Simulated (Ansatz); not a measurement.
**PbTe: band gap under strain**

Aim: follow the gap of rocksalt PbTe through these states: +0.5 % equal strain in all directions; +5.0 % shear in the xy plane. The table at the end shows which levels were run.

Program: Ansatz 0.2.0. PAW datasets, plane waves. Calculated at 0 K for a non-magnetic cell.

## (1) The structure to begin with

The unstrained cell was relaxed with r2SCAN; in each strained cell the atoms were relaxed again with r2SCAN. Names of k-points are those of the unstrained zone, where strain can split equivalent points. First state: +0.5 % equal strain in all directions.

The symmetry is Fm-3m (No. 225, cubic); conventional cell a = 6.568 Å, 35.42 Å³ an atom. Around Pb lie 6 Te at 3.28 Å; around Te lie 6 Pb at 3.28 Å.

The structure in full:

```xyz
2
Lattice="0.0000 3.2842 3.2842 3.2842 0.0000 3.2842 3.2842 3.2842 0.0000" Properties=species:S:1:pos:R:3 pbc="T T T"
Pb    0.0000    0.0000    0.0000
Te    3.2842    3.2842    3.2842
```

From earlier runs on the unstrained cell: PBE 0.80 eV, r2SCAN 1.09 eV, HSE06 1.20 eV, G0W0 1.05 eV (on its mesh); a = 6.536 Å.

## (2) +0.5 % equal strain in all directions: PBE

File input.yaml:

```yaml
crystal:
  lattice:
    - [0.0, 3.2841760309, 3.2841760309]
    - [3.2841760309, 0.0, 3.2841760309]
    - [3.2841760309, 3.2841760309, 0.0]
  atoms:
    - { symbol: Pb, position: [0.0, 0.0, 0.0] }
    - { symbol: Te, position: [0.5, 0.5, 0.5] }
kpoints:
  mp_grid: { grid: [6, 6, 6] }
  band_path:
    path:
      - [0.0, 0.0, 0.0]
      - [0.5, 0.0, 0.5]
      - [0.625, 0.25, 0.625]
      - [0.375, 0.375, 0.75]
      - [0.5, 0.5, 0.5]
      - [0.5, 0.25, 0.75]
    npoints: 1
hamiltonian:
  xc: pbe
scf:
  occupations: { method: fermi_dirac, width: 0.02 }
  n_extra_bands: 4
output:
  forces: true
  stress: true
  eigenvalues: true
```

After this run come: +0.5 % equal strain in all directions: r2SCAN; +0.5 % equal strain in all directions: HSE06; +0.5 % equal strain in all directions: G0W0@PBE; +5.0 % shear in the xy plane: PBE; +5.0 % shear in the xy plane: r2SCAN; +5.0 % shear in the xy plane: HSE06; +5.0 % shear in the xy plane: G0W0@PBE.

**Question.** What will these runs give?

As calculated:

Least gap in eV (negative: overlap), with the change from the unstrained cell in brackets. G0W0 is on its own coarse mesh.

```
                                state  volume change (%)           PBE        r2SCAN         HSE06          G0W0
+0.5 % equal strain in all directions               +1.5  0.83 (+0.03)  1.12 (+0.03)  1.24 (+0.04)  1.08 (+0.03)
         +5.0 % shear in the xy plane               -0.1  0.55 (-0.25)  0.81 (-0.28)  0.91 (-0.29)  0.78 (-0.27)
```

What this shows: The largest move of the HSE06 gap in the table is -0.284 eV, under +5.0 % shear in the xy plane. PBE and HSE06 differ by 0.40 eV on the unstrained gap, and by at most 0.03 eV on its change: PBE follows the response to strain far better than the gap itself. Spin-orbit coupling is left out of the table, though the cell holds Pb (Z = 82); in an element this heavy it can shift bands and gaps by tenths of an eV. No extrapolation in bands, cutoff or mesh was made for G0W0.
